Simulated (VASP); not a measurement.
# MgS (P6_3mc) in VASP: settings compared

Aim: see how the results for MgS move with the level of theory and the settings. Levels: PW91, r2SCAN. Tasks: relaxation of cell and atoms.

All numbers are computed with VASP 6.6.1; they aren't measurements. Logs are shortened: lines on timing, memory, paths and dates and some standing lists are left out, and cuts for length are marked.

## 1. The structure

Symmetry: P6_3mc, No. 186, hexagonal system. Conventional cell: a = 4.035 Å, b = 4.035 Å, c = 6.432 Å, α = 90.00°, β = 90.00°, γ = 120.00°. S (site symmetry 3m) is surrounded by 4 Mg at 2.45 to 2.47 Å. Mg (site symmetry 3m) is surrounded by 4 S at 2.45 to 2.47 Å.

The cell comes from a database or a generator and needn't be the stable form of this composition.

## 2. Relaxation of cell and atoms, PW91

File INCAR:

```
PREC     = Accurate       # precision mode
ENCUT    = 600            # plane-wave cutoff, eV
EDIFF    = 1E-6           # SCF threshold, eV
ISMEAR   = -1             # smearing method
SIGMA    = 0.05           # smearing width, eV
LREAL    = F              # projectors in reciprocal space
LASPH    = T              # aspherical terms in the spheres
NELM     = 80             # most SCF steps
ALGO     = Normal         # electronic algorithm
ISIF     = 3              # what is computed and relaxed
LWAVE    = F              # write WAVECAR
LCHARG   = F              # write CHGCAR
GGA      = 91             # functional
IBRION   = 2              # ionic algorithm
NSW      = 60             # ionic steps
EDIFFG   = -0.02          # ionic threshold
```

File KPOINTS:

```
Automatic mesh
0
Gamma
  6 6 3
```

File POSCAR:

```
MgS
1.0
    4.0346224068      0.0000000000      0.0000000000
   -2.0173112034      3.4940854990      0.0000000000
    0.0000000000      0.0000000000      6.4322941800
S Mg
2 2
Direct
    0.6666666667      0.3333333333      0.8792441500
    0.3333333333      0.6666666667      0.3792441500
    0.3333333333      0.6666666667      0.9957548500
    0.6666666667      0.3333333333      0.4957548500
```

Potentials or basis: VASP PAW PBE potentials, release 64 (S, Mg).

Run with:

```console
cat potpaw_PBE.64/S/POTCAR potpaw_PBE.64/Mg/POTCAR > POTCAR
mpirun -np 1 vasp_std > vasp.out
```

OUTCAR:

```text
PREC = Accurate
   ENCUT = 600
   EDIFF = 1E-6
   ISMEAR = -1
   LREAL = F
   LASPH = T
   NELM = 80
   ISIF = 3
   GGA = 91
   IBRION = 2
   NSW = 60
   EDIFFG = -0.02

 ion  position               nearest neighbor table
   1  0.667  0.333  0.879-   3 2.45   3 2.45   3 2.45   4 2.47
   2  0.333  0.667  0.379-   4 2.45   4 2.45   4 2.45   3 2.47
   3  0.333  0.667  0.996-   1 2.45   1 2.45   1 2.45   2 2.47
   4  0.667  0.333  0.496-   2 2.45   2 2.45   2 2.45   1 2.47

  LATTYP: Found a hexagonal cell.
 ALAT       =     4.0346224068
 C/A-ratio  =     1.5942741430

  Lattice vectors:

 A1 = (   4.0346224068,   0.0000000000,   0.0000000000)
 A2 = (  -2.0173112034,   3.4940854990,   0.0000000000)
 A3 = (   0.0000000000,   0.0000000000,   6.4322941800)

Analysis of symmetry for initial positions (statically):
=====================================================================
 Subroutine PRICEL returns:
 Original cell was already a primitive cell.

 Routine SETGRP: Setting up the symmetry group for a
 hexagonal supercell.

 Subroutine GETGRP returns: Found 12 space group operations
 (whereof  6 operations were pure point group operations)
 out of a pool of 24 trial point group operations.

The static configuration has the point symmetry C_3v.
 The point group associated with its full space group is C_6v.

Analysis of symmetry for dynamics (positions and initial velocities):
=====================================================================
 Subroutine PRICEL returns:
 Original cell was already a primitive cell.

 Routine SETGRP: Setting up the symmetry group for a
 hexagonal supercell.

 Subroutine GETGRP returns: Found 12 space group operations
 (whereof  6 operations were pure point group operations)
 out of a pool of 24 trial point group operations.

The dynamic configuration has the point symmetry C_3v.
 The point group associated with its full space group is C_6v.

 Subroutine INISYM returns: Found 12 space group operations
 (whereof  6 operations are pure point group operations),
 and found     1 'primitive' translations

----------------------------------------------------------------------------------------

                                     Primitive cell

  volume of cell :      90.6781

  direct lattice vectors                    reciprocal lattice vectors
     4.034622407  0.000000000  0.000000000     0.247854669  0.143098960  0.000000000
    -2.017311203  3.494085499  0.000000000     0.000000000  0.286197919  0.000000000
     0.000000000  0.000000000  6.432294180     0.000000000  0.000000000  0.155465526

  length of vectors
     4.034622407  4.034622407  6.432294180     0.286197919  0.286197919  0.155465526

  position of ions in fractional coordinates (direct lattice)
     0.666666667  0.333333333  0.879244150
     0.333333333  0.666666667  0.379244150
     0.333333333  0.666666667  0.995754850
     0.666666667  0.333333333  0.495754850

  ion indices of the primitive-cell ions
   primitive index   ion index
                 1           1
                 2           2
                 3           3
                 4           4

----------------------------------------------------------------------------------------

 KPOINTS: Automatic mesh

Automatic generation of k-mesh.
 Grid dimensions read from file:
 generate k-points for:    6    6    3

 Generating k-lattice:

  Cartesian coordinates                     Fractional coordinates (reciprocal lattice)
     0.041309111  0.023849827  0.000000000     0.166666667  0.000000000  0.000000000
     0.000000000  0.047699653  0.000000000     0.000000000  0.166666667  0.000000000
     0.000000000  0.000000000  0.051821842     0.000000000  0.000000000  0.333333333

  Length of vectors
     0.047699653  0.047699653  0.051821842

  Shift w.r.t. Gamma in fractional coordinates (k-lattice)
     0.000000000  0.000000000  0.000000000

 Subroutine IBZKPT returns following result:
 ===========================================

 Found     14 irreducible k-points:

 Following reciprocal coordinates:
            Coordinates               Weight
  0.000000  0.000000  0.000000      1.000000
  0.166667  0.000000  0.000000      6.000000
  0.333333  0.000000  0.000000      6.000000
  0.500000 -0.000000  0.000000      3.000000
  0.166667  0.166667  0.000000      6.000000
  0.333333  0.166667  0.000000     12.000000
  0.333333  0.333333  0.000000      2.000000
  0.000000  0.000000  0.333333      2.000000
  0.166667  0.000000  0.333333     12.000000
  0.333333  0.000000  0.333333     12.000000
  0.500000 -0.000000  0.333333      6.000000
  0.166667  0.166667  0.333333     12.000000
  0.333333  0.166667  0.333333     24.000000
  0.333333  0.333333  0.333333      4.000000
   k-points           NKPTS =     14   k-points in BZ     NKDIM =     14   number of bands    NBANDS=     12
   number of dos      NEDOS =    301   number of ions     NIONS =      4
   total plane-waves  NPLWV =  55296
   dimension x,y,z NGX =    32 NGY =   32 NGZ =   54
   dimension x,y,z NGXF=    64 NGYF=   64 NGZF=  108
   ions per type =               2   2
   NGX,Y,Z   is equivalent  to a cutoff of  13.19, 13.19, 13.96 a.u.
   NGXF,Y,Z  is equivalent  to a cutoff of  26.37, 26.37, 27.91 a.u.
 SYSTEM =  unknown system
   PREC   = accura    normal or accurate (medium, high low for compatibility)
   ISTART =      0    job   : 0-new  1-cont  2-samecut
   ICHARG =      2    charge: 1-file 2-atom 10-const
   ISPIN  =      1    spin polarized calculation?
   LNONCOLLINEAR =      F non collinear calculations
   LSORBIT =      F    spin-orbit coupling
   LASPH  =      T    aspherical Exc in radial PAW
   ENCUT  =  600.0 eV  44.10 Ry    6.64 a.u.   8.06  8.06 12.85*2*pi/ulx,y,z
   NELM   =     80;   NELMIN=  2; NELMDL= -5     # of ELM steps
   EDIFF  = 0.1E-05   stopping-criterion for ELM
   LREAL  =      F    real-space projection
   EDIFFG = -.2E-01   stopping-criterion for IOM
   NSW    =     60    number of steps for IOM
   IBRION =      2    ionic relax: 0-MD 1-quasi-New 2-CG
   NFREE  =      1    steps in history (QN), initial steepest desc. (CG)
   ISIF   =      3    stress and relaxation
   ISYM   =      2    0-nonsym 1-usesym 2-fastsym
   POTIM  = 0.5000    time-step for ionic-motion
   TEBEG  =    0.0;   TEEND  =   0.0 temperature during run
   PSTRESS=    0.0 pullay stress
   NELECT =      16.0000    total number of electrons
   NUPDOWN=      -1.0000    fix difference up-down
   EMIN   =  10.00;   EMAX   =-10.00  energy-range for DOS
   EFERMI =   0.00;   METHOD = LEGACY
   ISMEAR =    -1;   SIGMA  =   0.05  broadening in eV -4-tet -1-fermi 0-gaus
   EFERMI_NEDOS =   21; number of points for ismear=-14 and -15
   IALGO  =     38    algorithm
   IMIX   =      4    mixing-type and parameters
     AMIX     =   0.40;   BMIX     =  1.00
     AMIX_MAG =   1.60;   BMIX_MAG =  1.00
  volume/ion in A,a.u.               =      22.67       152.98
  Fermi-wavevector in a.u.,A,eV,Ry     =   0.918221  1.735187 11.471486  0.843130
  Thomas-Fermi vector in A             =   2.043279
   LORBIT       =      0    0 simple, 1 ext, 2 COOP (PROOUT), +10 PAW based schemes
   GGA     = 91    functional components
   LHFCALC =     F    Hartree Fock is set to
   AEXX    =    0.0000 exact exchange contribution
   IVDW    =     0    specifies the selected vdW correction
   LEPSILON=     F    determine dielectric tensor
   LRPA    =     F    only Hartree local field effects (RPA)
 conjugate gradient relaxation of ions
 non-spin polarized calculation
  energy-cutoff  :      600.00
  volume of cell :       90.68
 maximum number of plane-waves:      3054
   NGX = 17   NGY = 17   NGZ = 25

--------------------------------------- Ionic step        1  -------------------------------------------

 number of electron      15.9999998 magnetization

 Free energy of the ion-electron system (eV)
  ---------------------------------------------------
  ext. energy  EPLUGINS =         0.00000000
  ---------------------------------------------------
  free energy    TOTEN  =       -17.10586057 eV

  energy without entropy =      -17.10586057  energy(sigma->0) =      -17.10586057

------------------------ aborting loop because EDIFF is reached ----------------------------------------

  FORCE on cell =-STRESS in cart. coord.  units (eV):
  Direction    XX          YY          ZZ          XY          YZ          ZX
  --------------------------------------------------------------------------------------
  -------------------------------------------------------------------------------------
  Total        0.5194379      0.5194379      0.3816310      0.0000000      0.0000000      0.0000000
  in kB        9.1778701      9.1778701      6.7429801      0.0000000      0.0000000      0.0000000
  external PRESSURE =       8.3662401 kB  Pullay stress =       0.0000000 kB

 VOLUME and BASIS-vectors are now :
 -----------------------------------------------------------------------------
  energy-cutoff  :      600.00
  volume of cell :       90.68
      direct lattice vectors                 reciprocal lattice vectors
     4.034622407  0.000000000  0.000000000     0.247854669  0.143098960  0.000000000
    -2.017311203  3.494085499  0.000000000     0.000000000  0.286197919  0.000000000
     0.000000000  0.000000000  6.432294180     0.000000000  0.000000000  0.155465526
[... 115 lines left out ...]
 POSITION                                       TOTAL-FORCE (eV/Angst)
 -----------------------------------------------------------------------------------
      2.02793      1.17083      5.67544        -0.000000     -0.000000     -0.022147
     -0.00000      2.34165      2.44685         0.000000     -0.000000     -0.022147
     -0.00000      2.34165      6.43175        -0.000000      0.000000      0.022147
      2.02793      1.17083      3.20317         0.000000      0.000000      0.022147
 -----------------------------------------------------------------------------------
    total drift:                               -0.000000     -0.000000     -0.000307

  FREE ENERGIE OF THE ION-ELECTRON SYSTEM (eV)
  ---------------------------------------------------
  free  energy   TOTEN  =       -17.1095631058 eV

  energy  without entropy=      -17.1095631057  energy(sigma->0) =      -17.10956311

--------------------------------------- Ionic step        5  -------------------------------------------

 number of electron      15.9999998 magnetization

 Free energy of the ion-electron system (eV)
  ---------------------------------------------------
  ext. energy  EPLUGINS =         0.00000000
  ---------------------------------------------------
  free energy    TOTEN  =       -17.10966538 eV

  energy without entropy =      -17.10966538  energy(sigma->0) =      -17.10966538

 E-fermi :   2.0914     XC(G=0):  -8.3789

 val. band max:        1.0502942796   @ k =   0.0000   0.0000   0.0000
 cond. band min:       4.4187696193   @ k =   0.0000   0.0000   0.0000
 fundamental gap:      3.3684753397
 Fermi energy:         2.0913993552

 k-point     1 :       0.0000    0.0000    0.0000
  band No.  band energies     occupation
      1     -10.2877      2.00000
      2      -9.5784      2.00000
      3      -2.1133      2.00000
      4       0.4875      2.00000
      5       0.4875      2.00000
      6       0.9016      2.00000
      7       0.9016      2.00000
      8       1.0503      2.00000
      9       4.4188      0.00000
     10       5.6837      0.00000
     11       8.5026      0.00000
     12       8.5026      0.00000

 k-point     2 :       0.1667    0.0000    0.0000
  band No.  band energies     occupation
      1     -10.1589      2.00000
      2      -9.5175      2.00000
      3      -1.9051      2.00000
      4      -0.2551      2.00000
      5       0.1306      2.00000
      6       0.2869      2.00000
      7       0.8375      2.00000
      8       0.9376      2.00000
      9       5.3529      0.00000
     10       6.4267      0.00000
     11       7.9493      0.00000
     12       8.4648      0.00000
[... 200 lines left out ...]
 POSITION                                       TOTAL-FORCE (eV/Angst)
 -----------------------------------------------------------------------------------
      2.02747      1.17056      5.67668        -0.000000     -0.000000     -0.016674
     -0.00000      2.34112      2.44681        -0.000000     -0.000000     -0.016674
     -0.00000      2.34112      6.43532         0.000000      0.000000      0.016674
      2.02747      1.17056      3.20545         0.000000      0.000000      0.016674
 -----------------------------------------------------------------------------------
    total drift:                               -0.000000     -0.000000      0.000036

  FREE ENERGIE OF THE ION-ELECTRON SYSTEM (eV)
  ---------------------------------------------------
  free  energy   TOTEN  =       -17.1096653755 eV

  energy  without entropy=      -17.1096653755  energy(sigma->0) =      -17.10966538

 reached required accuracy - stopping structural energy minimisation
```

It took 42 s on 1 thread of Intel Xeon Platinum 8488C (Sapphire Rapids), shared host; peak memory 0.23 GiB.

What came out:

| Quantity | Value |
| --- | --- |
| Free energy | -17.1097 eV |
| Relaxed volume | 23.00 Å³/atom |
| Relaxed cell | a = 4.055 Å, b = 4.055 Å, c = 6.460 Å, α = 90.00°, β = 90.00°, γ = 120.00° |
| Space group after relaxing (to 0.05 Å) | P6_3mc (No. 186) |
| Energy gained by relaxing | 1.0 meV/atom |
| Ionic steps | 5 |
| Pressure after relaxing | 0.0 GPa |
| Largest force after relaxing | 0.017 eV/Å |
| Band gap on the k mesh | 3.37 eV, direct |

Forces in eV/Å, atoms in the order of the input:
```
S    0.000  0.000 -0.017
S    0.000  0.000 -0.017
Mg   0.000  0.000  0.017
Mg   0.000  0.000  0.017
```

Stress tensor (GPa, compression positive):
```
-0.02  0.00  0.00
 0.00 -0.02  0.00
 0.00  0.00  0.08
```

The path:
```csv
step,energy change (eV),largest force (eV/Å),pressure (GPa),volume (Å³)
1,0.0000,0.0490,0.84,90.68
2,-0.0036,0.0173,-0.15,92.24
3,-0.0037,0.0215,-0.02,92.02
4,-0.0037,0.0221,0.01,91.99
5,-0.0038,0.0167,0.01,91.98
```

Final structure:
```
CELL_PARAMETERS angstrom
4.05494 0.00000 0.00000
-2.02747 3.51168 0.00000
0.00000 0.00000 6.45974
ATOMIC_POSITIONS crystal
S 0.66667 0.33333 0.87878
S 0.33333 0.66667 0.37878
Mg 0.33333 0.66667 0.99622
Mg 0.66667 0.33333 0.49622
```

Caveat: the PAW data sets were made with another functional, which shifts forces and pressure a little.

## 3. Relaxation of cell and atoms, r2SCAN

Changes to INCAR since step 2:

```diff
@@ -12,3 +12,4 @@
 LCHARG   = F              # write CHGCAR
-GGA      = 91             # functional
+METAGGA  = R2SCAN         # meta-GGA
+LMIXTAU  = T            
 IBRION   = 2              # ionic algorithm
```

KPOINTS is that of step 2.

POSCAR is that of step 2.

Potentials or basis: VASP PAW PBE potentials, release 64 (S, Mg).

Run with:

```console
cat potpaw_PBE.64/S/POTCAR potpaw_PBE.64/Mg/POTCAR > POTCAR
mpirun -np 1 vasp_std > vasp.out
```

Wall time 3 min (1 thread of Intel Xeon Platinum 8488C (Sapphire Rapids), shared host); peak memory 0.25 GiB.

Results (log left out):

| Quantity | Value |
| --- | --- |
| Free energy | -30.9366 eV |
| Relaxed volume | 22.57 Å³/atom |
| Relaxed cell | a = 4.029 Å, b = 4.029 Å, c = 6.422 Å, α = 90.00°, β = 90.00°, γ = 120.00° |
| Space group after relaxing (to 0.05 Å) | P6_3mc (No. 186) |
| Energy gained by relaxing | 0.2 meV/atom |
| Ionic steps | 6 |
| Pressure after relaxing | 0.0 GPa |
| Largest force after relaxing | 0.014 eV/Å |
| Band gap on the k mesh | 4.14 eV, direct |

Forces on the atoms (eV/Å):
```
S    0.000  0.000 -0.014
S    0.000  0.000 -0.014
Mg   0.000  0.000  0.014
Mg   0.000  0.000  0.014
```

Stress tensor (GPa, compression positive):
```
-0.02  0.00  0.00
 0.00 -0.02  0.00
 0.00  0.00  0.14
```

The path:
```csv
step,energy change (eV),largest force (eV/Å),pressure (GPa),volume (Å³)
1,0.0000,0.0554,-0.25,90.68
2,-0.0007,0.0189,0.09,90.21
3,-0.0007,0.0226,0.04,90.25
4,-0.0007,0.0211,0.04,90.23
5,-0.0007,0.0207,0.06,90.22
6,-0.0008,0.0136,0.03,90.27
```

Final structure:
```
CELL_PARAMETERS angstrom
4.02874 0.00000 0.00000
-2.01437 3.48899 0.00000
0.00000 0.00000 6.42212
ATOMIC_POSITIONS crystal
S 0.66667 0.33333 0.87863
S 0.33333 0.66667 0.37863
Mg 0.33333 0.66667 0.99637
Mg 0.66667 0.33333 0.49637
```

Levels at points of the mesh, in eV from the valence-band top:
```csv
k point,band 6,band 7,band 8,band 9,band 10,band 11
"(0.00, 0.00, 0.00)",-0.15,-0.15,0.00,4.14,5.37,8.10
"(0.50, 0.00, 0.00)",-1.27,-0.94,-0.47,5.26,5.70,6.45
```

Caveat: the PAW data sets were made with another functional, which shifts forces and pressure a little.

## 4. The reference run

An earlier run on the cell as given: functional PBE; potentials or basis VASP PAW PBE potentials, release 64 (S, Mg); cutoff 520 eV; k mesh 8 × 8 × 4; occupations fermi-dirac, width 0.05 eV; no spin polarisation.

* Pressure: 0.9 GPa
* Largest force: 0.048 eV/Å
* Band gap on the k mesh: 3.43 eV, direct

## 5. Overview

| task | level | cell | k mesh | cutoff (eV) | gap on the mesh (eV) | pressure (GPa) | relaxed volume (Å³/atom) | largest force (eV/Å) |
| --- | --- | --- | --- | --- | --- | --- | --- | --- |
| relaxation of cell and atoms | PW91 | relaxed | 6 × 6 × 3 | 600 | 3.37 | 0.0 | 23.00 | 0.02 |
| relaxation of cell and atoms | r2SCAN | relaxed | 6 × 6 × 3 | 600 | 4.14 | 0.0 | 22.57 | 0.01 |
| single point | PBE | as given | 8 × 8 × 4 | 520 | 3.43 | 0.9 | - | 0.05 |

Alike in all rows: potentials or basis VASP PAW PBE potentials, release 64 (S, Mg); no spin polarisation; smearing fermi-dirac 0.05 eV.

Caveats: the PAW data sets were made with another functional, which shifts forces and pressure a little (some runs).

Total energies depend on the potentials used, so only differences within one code and one set of settings carry meaning.
